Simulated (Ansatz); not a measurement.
# Si (I4_1/amd): energy and pressure against volume

One table from this session's results is given with a row withheld; the runs are named, their logs left out.

Program: Ansatz 0.2.0. Level of theory: DFT PBEsol, scalar-relativistic, plane waves, PAW. These are calculated values, not measurements.

## Starting point

Symmetry: I4_1/amd, No. 141, tetragonal system. Conventional cell: a = 4.778 Å, b = 4.778 Å, c = 2.629 Å, α = 90.00°, β = 90.00°, γ = 90.00°. Around Si (site symmetry -4m2) lie 6 Si at 2.48 to 2.63 Å.

Structure file:

```cif
data_structure
_symmetry_space_group_name_H-M 'P 1'
_symmetry_Int_Tables_number 1
_cell_length_a 3.6255
_cell_length_b 3.6255
_cell_length_c 3.6255
_cell_angle_alpha 97.553
_cell_angle_beta 97.553
_cell_angle_gamma 137.485
_cell_volume 30.01
loop_
_atom_site_label
_atom_site_type_symbol
_atom_site_fract_x
_atom_site_fract_y
_atom_site_fract_z
_atom_site_occupancy
Si1 Si 0.25000 0.75000 0.50000 1
Si2 Si 0.50000 0.50000 0.00000 1
```

This cell comes from an earlier session at PBEsol: 15.007 Å³/atom at 0.00 GPa, on a 20×20×20 mesh.

The first run:

The input, input.yaml:

```yaml
crystal:
  lattice:
    - [-2.3569310791, 2.3569310791, 1.2967047293]
    - [2.3569310791, -2.3569310791, 1.2967047293]
    - [2.3569310791, 2.3569310791, -1.2967047293]
  atoms:
    - { symbol: Si, position: [0.25, 0.75, 0.5] }
    - { symbol: Si, position: [0.5, 0.5, 0.0] }
basis:
  ecutwfc: 420
  ecutrho_ratio: 4
kpoints:
  mp_grid: { grid: [20, 20, 20] }
hamiltonian:
  xc: pbesol
scf:
  occupations: { method: gaussian, width: 0.05 }
output:
  forces: true
  stress: true
  eigenvalues: true
relax:
  f_tol: 0.01
  max_steps: 40
  cell: { stress_tol: 0.1, fix: [volume] }
```

On the command line:

```console
ansatz run input.yaml --threads 1 --pin off --max-ram 2560MiB --backend cpu --events-out ev --progress --plain --runs-dir out
```

Among the steps run: Volume × 0.96; Volume × 1.04; Volume × 0.92; Volume × 0.88; Volume × 0.84; Volume × 0.8; Volume × 0.76; Volume × 0.72; Volume × 0.68; Volume × 0.64.

One table of the session follows, with a row left open; its other results are not shown here.

It belongs to the step «The curve». 

| volume (Å³/atom) | energy above the lowest (meV/atom) | pressure (GPa) |
| --- | --- | --- |
| 9.604 | 1513.4 | 130.0 |
| 10.205 | 1084.9 | 100.0 |
| 10.805 | 756.4 | 76.3 |
| 11.405 | 507.5 | 57.2 |
| 12.006 | 323.7 | 42.0 |
| 12.606 | 190.4 | 29.6 |
| 13.206 | 98.8 | 19.7 |
| 13.806 | 40.6 | 11.7 |
| 14.407 | ? | ? |
| 15.007 | 0.0 | 0.0 |
| 15.607 | 8.1 | -4.2 |

**Question.** Estimate the row for volume (Å³/atom) = 14.407.

Worked estimate for «energy above the lowest (meV/atom)». A straight line through the neighbours (13.806, 40.6) and (15.007, 0.0) gives 40.6 + (0.0 − 40.6) × (14.407 − 13.806) / (15.007 − 13.806) = 20.3; a parabola fitted to 4 rows on both sides gives 9.2.

As computed: energy above the lowest (meV/atom): 9.4; pressure (GPa): 5.2. In «energy above the lowest (meV/atom)» the line misses by +10.9 and the parabola by -0.2.

To keep in mind: The k mesh is not the same at all volumes. Other structures may be lower in enthalpy at these pressures.
